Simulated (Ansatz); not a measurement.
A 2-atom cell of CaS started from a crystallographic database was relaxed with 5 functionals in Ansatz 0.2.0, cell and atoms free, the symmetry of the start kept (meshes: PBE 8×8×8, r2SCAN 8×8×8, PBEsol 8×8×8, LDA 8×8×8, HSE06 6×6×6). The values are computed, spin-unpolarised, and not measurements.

The LDA result:
```yaml
crystal:
  lattice:
    - [0.00000, 2.78226, 2.78226]
    - [2.78226, 0.00000, 2.78226]
    - [2.78226, 2.78226, 0.00000]
  atoms:
    - { symbol: Ca, position: [0.00000, 0.00000, 0.00000] }
    - { symbol: S, position: [0.50000, 0.50000, 0.50000] }
```

It is cubic, Fm-3m (No. 225); conventional cell a = 5.565 Å, 21.54 Å³ an atom. Around Ca lie 6 S at 2.78 Å; around S lie 6 Ca at 2.78 Å.

(1) What lattice does PBE give?

(2) How does the cell change with HSE06?

(3) Held at the r2SCAN cell, what mean stress do LDA and PBE find, and does its sign point to their own minimum?

Answers

(1) a = 5.712 Å; the volume differs by +8.2 % from LDA's. Ca has 6 S at 2.86 Å; S has 6 Ca at 2.86 Å.

(2) a = 5.699 Å; the volume differs by +7.4 % from LDA's. Ca is surrounded by 6 S at 2.85 Å; S is surrounded by 6 Ca at 2.85 Å.

(3) Yes. LDA -4.10 GPa, and its relaxed volume is -6.8 % from r2SCAN's; PBE +0.49 GPa, and its relaxed volume is +0.9 % from r2SCAN's. Compression counts positive, so a positive stress asks for a larger cell.
